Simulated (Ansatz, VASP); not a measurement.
**Two plane-wave programs on InSb**

```
In Sb
1.0
     0.00000    3.25982    3.25982
     3.25982    0.00000    3.25982
     3.25982    3.25982    0.00000
In Sb
1 1
Direct
  0.00000 0.00000 0.00000
  0.75000 0.75000 0.75000
```

Alike in both runs: task single point; functional PBEsol; k mesh 18 × 18 × 18; occupations gaussian, width 0.1 eV; no spin polarisation.

|  | VASP | Ansatz |
| --- | --- | --- |
| version | VASP 6.6.1 | Ansatz 0.2.0 |
| potentials or method | VASP PAW PBE potentials, release 64 (In_d, Sb) | scalar-relativistic, plane waves, PAW |
| plane-wave cutoff (eV) | 520 | 420 |
| valence electrons in the cell | 18 | 28 |

```tsv
	VASP	Ansatz	Ansatz less VASP
gap on the k mesh at the Fermi level (eV)	none	none	-
pressure (GPa)	0.0	0.0	-0.01
```

A gap of «none» marks a metal or a gap that the smearing closes. The two sets of potentials don't hold the same shells in valence. Ansatz warned: «pseudo_functional_mismatch».

Caveats: the PAW data sets were made with another functional, which shifts forces and pressure a little (VASP). The runs have no spin-orbit coupling, so splittings on Sb are missing.
